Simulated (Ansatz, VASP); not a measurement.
Fe: VASP beside Ansatz

```
Fe
1.0
    -1.43332    1.43332    1.43332
     1.43332   -1.43332    1.43332
     1.43332    1.43332   -1.43332
Fe
1
Direct
  0.00000 0.00000 0.00000
```

Change from the starting cell: volume scaled by 0.98.

Alike in both runs: task single point; functional PBE; k mesh 13 × 13 × 13; occupations fermi-dirac, width 0.05 eV; collinear spin, ferromagnetic start.

```csv
,VASP,Ansatz
version,VASP 6.6.1,Ansatz 0.2.0
potentials or method,"VASP PAW PBE potentials, release 64 (Fe)",Ansatz PAW
plane-wave cutoff (eV),520,420
valence electrons in the cell,8,16
```

VASP gave:

| Quantity | Value |
| --- | --- |
| gap on the k mesh at the Fermi level (eV) | none |
| pressure (GPa) | -6.9 |
| net moment per atom (μB) | 2.21 |
| size of the moment on the site where the two differ most (μB) | 2.22 |

**Question.** Estimate Ansatz's values.

**Answer.** gap on the k mesh at the Fermi level (eV): none; pressure (GPa): -7.1; net moment per atom (μB): 2.19; size of the moment on the site where the two differ most (μB): 2.24.

Site moments also hang on the region over which each program counts them. A gap of «none» marks a metal or a gap that the smearing closes. With one functional, cell and mesh, what is left measures potentials, basis and numerics. The two sets of potentials don't hold the same shells in valence.
